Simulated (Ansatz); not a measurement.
# AlAs: the cost of one run

Program: Ansatz 0.2.0. Level of theory: DFT PBEsol, scalar-relativistic, plane waves, PAW. These are calculated values, not measurements.

### 1 The starting structure

It takes space group P3m1 (No. 156, trigonal). Conventional cell: a = 4.003 Å, b = 4.003 Å, c = 27.622 Å, α = 90.00°, β = 90.00°, γ = 120.00°. Around As (site symmetry 3m) lie 3 Al at 2.45 Å. Al (site symmetry 3m) is surrounded by 4 As at 2.45 Å. As (site symmetry 3m) is surrounded by 4 Al at 2.45 Å. Al (site symmetry 3m) has 3 As at 2.45 Å as nearest neighbours.

As a file:

```
As Al
1.0
     4.00279    0.00000    0.00000
    -2.00140    3.46652    0.00000
     0.00000    0.00000   27.62186
As Al
4 4
Direct
  0.00000 0.00000 0.30773
  0.33333 0.66667 0.42605
  0.66667 0.33333 0.54437
  0.00000 0.00000 0.66269
  0.33333 0.66667 0.33731
  0.66667 0.33333 0.45563
  0.00000 0.00000 0.57395
  0.33333 0.66667 0.69227
```

Slab cut from the bulk at the bulk's listed lattice constants, lower half held.

### 2 Relaxing the atoms

Contents of input.yaml:

```yaml
crystal:
  lattice:
    - [4.00279007, 0.0, 0.0]
    - [-2.00139503, 3.46651788, 0.0]
    - [0.0, 0.0, 27.6218593534]
  atoms:
    - { symbol: As, position: [0.0, 0.0, 0.3077272928] }
    - { symbol: Al, position: [0.33333333, 0.66666667, 0.3373077132] }
    - { symbol: As, position: [0.33333333, 0.66666667, 0.426048954] }
    - { symbol: Al, position: [0.66666667, 0.33333333, 0.4556293745] }
    - { symbol: As, position: [0.66666667, 0.33333333, 0.5443706255] }
    - { symbol: Al, position: [0.0, 0.0, 0.573951046] }
    - { symbol: As, position: [0.0, 0.0, 0.6626922868] }
    - { symbol: Al, position: [0.33333333, 0.66666667, 0.6922727072] }
basis:
  ecutwfc: 420.0
  fft_grid_basis: typed
kpoints:
  mp_grid: { grid: [9, 9, 1] }
hamiltonian:
  xc: pbesol
scf:
  occupations: { method: gaussian, width: 0.05 }
output:
  forces: true
  eigenvalues: true
efield:
  axis: 3
  dipole_correction: true
  ramp_width: 0.04
relax:
  adjacent_minimum: "off"
  f_tol: 0.04
  max_steps: 40
  constraints: [{ sites: [0, 1, 2, 3] }]
```

Started as:

```sh
> ansatz run input.yaml --threads 1 --pin off --max-ram 2211MiB --backend cpu --events-out ev --progress --plain --runs-dir out
```

Q: Estimate wall time and peak memory on 1 thread of Intel Xeon Platinum 8259CL at 2.50GHz (Skylake/Cascade Lake), shared host.

About 71 s, with a peak of 0.63 GiB.
